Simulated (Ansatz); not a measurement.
Crystal: TiB2.

```
CELL_PARAMETERS angstrom
3.02920 0.00000 0.00000
-1.51460 2.62336 0.00000
0.00000 0.00000 3.22840
ATOMIC_POSITIONS crystal
Ti 0.00000 0.00000 0.00000
B 0.66667 0.33333 0.50000
B 0.33333 0.66667 0.50000
```

Base run:

| Item | Value |
| --- | --- |
| Program | Ansatz 0.2.0 |
| Functional | PBE |
| Potentials or basis | Ansatz PAW |
| Cutoff | 800 eV |
| Density cutoff | 3200 eV |
| k mesh | 10 × 10 × 8 |
| Occupations | fermi-dirac, width 0.05 eV |
| Spin | no spin polarisation |

Its results: band gap on the k mesh none (metal or under the smearing width); pressure 0.3 GPa.

Q: After a change of settings the same cell gave: band gap on the k mesh none (metal or under the smearing width); pressure 6.6 GPa. Which change was it?
A. functional from PBE to BLYP; cutoff from 800 eV to 420 eV (not typed: the program's choice for these potentials)
B. potentials or basis from Ansatz PAW to Ansatz NC; cutoff from 800 eV to 1155 eV (not typed: the program's choice for these potentials)
C. functional from PBE to PBEsol; cutoff from 800 eV to 420 eV (not typed: the program's choice for these potentials)
D. functional from PBE to LDA; cutoff from 800 eV to 420 eV (not typed: the program's choice for these potentials)

A: A.

BLYP binds less tightly than PBE, so the same cell stands under more pressure.

Caveats: the PAW data sets come from PBE, with cores solved anew for the run's functional, which leaves a small shift of forces and pressure (some runs).
